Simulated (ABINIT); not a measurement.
A run of ABINIT 10.8.3 (patched build) is set up as follows.

Contents of run.py:

```python
import json, os
import numpy as np
from ase.units import GPa
from ase.calculators.abinit import Abinit, AbinitProfile
from ase.io import read

atoms = read('POSCAR')

profile = AbinitProfile(command='abinit', pp_paths=[os.path.abspath('pseudos')])
params = dict(
    pps='pawxml', xc='PBE',
    ecut=707.496,
    pawecutdg=1306.1465,
    kptopt=1,
    ngkpt=[13, 13, 13],
    nshiftk=1,
    shiftk=[0.0, 0.0, 0.0],
    ixc=11,
    nband=8,
    occopt=3,
    tsmear=0.05,
    nstep=100,
    tolvrs=1e-09,
    prtwf=0,
    prtden=0,
)

atoms.calc = Abinit(profile=profile, directory='run', **params)
energy = atoms.get_potential_energy()
forces = atoms.get_forces()
stress = atoms.get_stress()
print(f'energy {energy:.6f} eV')
print('forces (eV/A)')
print(np.round(forces, 5))
print('stress (GPa, Voigt, tension positive)', np.round(stress / GPa, 4))
json.dump(dict(energy=energy, forces=forces.tolist(), stress=stress.tolist(), cell=atoms.cell.tolist(), frac=atoms.get_scaled_positions(wrap=False).tolist()), open('results.json', 'w'))
```

POSCAR

```
BN
1.0
    0.0000000000      1.8130010000      1.8130010000
    1.8130010000      0.0000000000      1.8130010000
    1.8130010000      1.8130010000      0.0000000000
N B
1 1
Direct
    0.2500000000      0.2500000000      0.2500000000
    0.0000000000      0.0000000000      0.0000000000
```

Potentials or basis: JTH PAW PBE v2.0.

The run is started by

```console
$ python run.py
```

(1) What does it give for the pressure?

(2) Predict the band gap on the k mesh.

Answers

(1) -0.4 GPa.

(2) 4.52 eV, indirect (least direct gap 8.76 eV).

Caveat: an odd mesh through Γ misses points on the zone boundary, where band edges often lie.

The gap isn't set beside the measured one, since this odd mesh misses points on the zone boundary.
